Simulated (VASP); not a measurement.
A run of VASP 6.6.1 is set up as follows.

File POSCAR:

```
CdS
1.0
    0.0000000000      2.9165000000      2.9165000000
    2.9165000000      0.0000000000      2.9165000000
    2.9165000000      2.9165000000      0.0000000000
Cd S
1 1
Direct
    0.0000000000      0.0000000000      0.0000000000
    0.7500000000      0.7500000000      0.7500000000
```

File INCAR.step1:

```
ALGO = Fast ; EDIFF = 1E-8
ENCUT = 450 ; GGA = PE
ISMEAR = 0 ; LASPH = True
LCHARG = False ; LREAL = False
LWAVE = True ; NELM = 100
PREC = Accurate ; SIGMA = 0.01
```

Contents of INCAR.step2:

```
ALGO = Exact ; EDIFF = 1E-8
ENCUT = 450 ; GGA = PE
ISMEAR = 0 ; ISTART = 1
LASPH = True ; LCHARG = False
LOPTICS = True ; LREAL = False
LWAVE = True ; NBANDS = 121
NELM = 1 ; PREC = Accurate
SIGMA = 0.01
```

Contents of INCAR.step3:

```
ALGO = EVGW0 ; EDIFF = 1E-8
ENCUT = 450 ; ENCUTGW = 100
GGA = PE ; ISMEAR = 0
ISTART = 1 ; LASPH = True
LCHARG = False ; LREAL = False
LWAVE = False ; NBANDS = 121
NBANDSGW = 17 ; NELMGW = 1
NOMEGA = 50 ; PREC = Accurate
PRECFOCK = Fast ; SIGMA = 0.01
```

Contents of KPOINTS:

```
k-points
0
Gamma
  4 4 4
```

Potentials or basis: VASP PAW PBE potentials, release 64 (Cd_GW, S_GW).

The run is started by

```bash
$ cat potpaw_PBE.64/Cd_GW/POTCAR potpaw_PBE.64/S_GW/POTCAR > POTCAR
$ cp INCAR.step1 INCAR
$ mpirun -np 1 vasp_std > vasp.out
$ cp INCAR.step2 INCAR
$ mpirun -np 1 vasp_std > vasp.out
$ cp INCAR.step3 INCAR
$ mpirun -np 1 vasp_std > vasp.out
```

Task: Predict the quasiparticle gap.

Result: 1.88 eV.

Task: What does it give for the least direct quasiparticle gap?

Result: 1.88 eV.

Task: What does it give for the band gap on the k mesh, mean-field level?

Result: 1.13 eV, direct.

Caveat: the k mesh is coarse (spacing up to 0.47 Å⁻¹), so the values aren't converged; bands, screening cutoff and mesh are small and nothing is extrapolated, so the quasiparticle values aren't converged.
